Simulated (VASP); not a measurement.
Input of a VASP 6.6.1 run:

File INCAR:

```
SYSTEM = PtSe2
PREC = Accurate ; ENCUT = 600
EDIFF = 1E-7 ; ISMEAR = 0
SIGMA = 0.03 ; LREAL = .False.
LASPH = .True. ; NELM = 80
ALGO = Normal ; ISIF = 3
LWAVE = .False. ; LCHARG = .False.
GGA = PE ; IVDW = 12
IBRION = 2 ; NSW = 90
EDIFFG = -0.005 ; LATTICE_CONSTRAINTS = .TRUE. .TRUE. .FALSE.
```

KPOINTS

```
regular mesh
0
Gamma
  9 9 1
  0 0 0
```

The input POSCAR:

```
PtSe2                                   
1.0
    3.7054755005      0.0000000000      0.0000000000
   -1.8527377503      3.2090359129      0.0000000000
    0.0000000000      0.0000000000     20.5310000000
  Se              Pt            
     2     1
Direct
     0.6666666699999979    0.3333333300000021    0.4354485118595892
     0.3333333300000021    0.6666666699999979    0.5645514881404108
     0.0000000000000000    0.0000000000000000    0.5000000000000000
```

Potentials or basis: VASP PAW PBE potentials, release 64 (Se, Pt).

The run is started by

```bash
$ cat potpaw_PBE.64/Se/POTCAR potpaw_PBE.64/Pt/POTCAR > POTCAR
$ mpirun -np 1 vasp_std > vasp.out
```

Question: Predict the relaxed volume.

Answer: 81.39 Å³/atom.

Question: Estimate the dispersion energy per atom.

Answer: -0.299 eV.

Final structure:
```cif
data_structure
_symmetry_space_group_name_H-M 'P 1'
_symmetry_Int_Tables_number 1
_cell_length_a 3.7058
_cell_length_b 3.7058
_cell_length_c 20.5310
_cell_angle_alpha 90.000
_cell_angle_beta 90.000
_cell_angle_gamma 120.000
_cell_volume 244.18
loop_
_atom_site_label
_atom_site_type_symbol
_atom_site_fract_x
_atom_site_fract_y
_atom_site_fract_z
_atom_site_occupancy
Se1 Se 0.66667 0.33333 0.43545 1
Se2 Se 0.33333 0.66667 0.56455 1
Pt1 Pt 0.00000 0.00000 0.50000 1
```
